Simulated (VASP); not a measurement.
Write the native input for VASP 6.6.1 that does the following.

```
Task                   : Born charges and dielectric tensor
Functional             : RPBE
Potentials or basis    : VASP PAW PBE potentials, release 64 (Ba_sv, O)
Cutoff                 : 600 eV
k mesh                 : 8 × 8 × 8
Occupations            : gaussian, width 0.02 eV
Spin                   : no spin polarisation
Further INCAR settings : ALGO = Normal; EDIFF = 1e-08; IBRION = 8; NSW = 1
```

The structure of BaO lies in POSCAR:

```
BaO
1.0
    0.0000000000      2.8396800000      2.8396800000
    2.8396800000      0.0000000000      2.8396800000
    2.8396800000      2.8396800000      0.0000000000
Ba O
1 1
Direct
    0.0000000000      0.0000000000      0.0000000000
    0.5000000000      0.5000000000      0.5000000000
```

The cell is a database's computed one.

These files were run (other wordings do the same):

INCAR

```
ALGO = Normal ; EDIFF = 1E-8
ENCUT = 600 ; GGA = RP
IBRION = 8 ; ISIF = 2
ISMEAR = 0 ; LASPH = T
LCHARG = F ; LEPSILON = T
LREAL = F ; LWAVE = F
NELM = 80 ; NSW = 1
PREC = Accurate ; SIGMA = 0.02
```

KPOINTS

```
k-points
0
Gamma
  8 8 8
```

Potentials or basis: VASP PAW PBE potentials, release 64 (Ba_sv, O).

Launch:

```sh
$ cat potpaw_PBE.64/Ba_sv/POTCAR potpaw_PBE.64/O/POTCAR > POTCAR
$ mpirun -np 1 vasp_std > vasp.out
```

It gave:

| Quantity | Value |
| --- | --- |
| Band gap on the k mesh | 2.31 eV, direct |
| Electronic dielectric tensor (diagonal) | 4.19 |
| Born charges (mean of the diagonal) | Ba +2.71; O -2.71 e |
| Highest phonon frequency at Γ, LO-TO splitting left out | 76 cm⁻¹ |

Caveat: spin-orbit coupling is left out, which moves the levels of the heavy elements.

Run time: 2.8 min on 1 thread of Intel(R) Xeon(R) 6975P-C (Granite Rapids) (shared host), peak memory 0.28 GiB.
